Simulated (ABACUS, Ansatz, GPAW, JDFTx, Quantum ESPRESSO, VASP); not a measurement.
# Ni: 7 runs at one level of theory

```
Ni
1.0
     0.00000    1.73757    1.73757
     1.73757    0.00000    1.73757
     1.73757    1.73757    0.00000
Ni
1
Direct
  0.00000 0.00000 0.00000
```

Alike in all runs: task equation of state; functional PBE; k mesh 13 × 13 × 13; occupations fermi-dirac, width 0.05 eV; collinear spin, ferromagnetic start; no spin-orbit coupling.

```csv
program and potentials,plane-wave cutoff (eV),notes,equilibrium volume (Å³/atom),bulk modulus (GPa)
"VASP, PBE PAW files Ni, 520 eV",520,-,10.88,197.2
"ABACUS, PseudoDojo NC SR 0.4.1 PBE standard, plane waves",1333,-,10.90,199.2
"Ansatz, Ansatz PAW (earlier soft set)",420,-,10.89,199.8
"GPAW, GPAW PAW data sets (gpaw-data 1.2.1)",600,moment up to 0.64 μB a cell,10.99,206.2
"JDFTx, PseudoDojo-SR-PBE-0.5-standard",1333,-,?,?
"Ansatz, all-electron LAPW, scalar-relativistic",-,moment up to 0.63 μB a cell,10.88,200.4
"Quantum ESPRESSO, SSSP 1.3 efficiency PBE",748,moment up to 0.64 μB a cell,10.88,200.8
```

Estimate from the other rows what the run with JDFTx, PseudoDojo-SR-PBE-0.5-standard gave.

Equilibrium volume 10.90 Å³/atom; bulk modulus 198.7 GPa. The other rows, which needn't bracket it: equilibrium volume 10.88 to 10.99; bulk modulus 197.2 to 206.2.
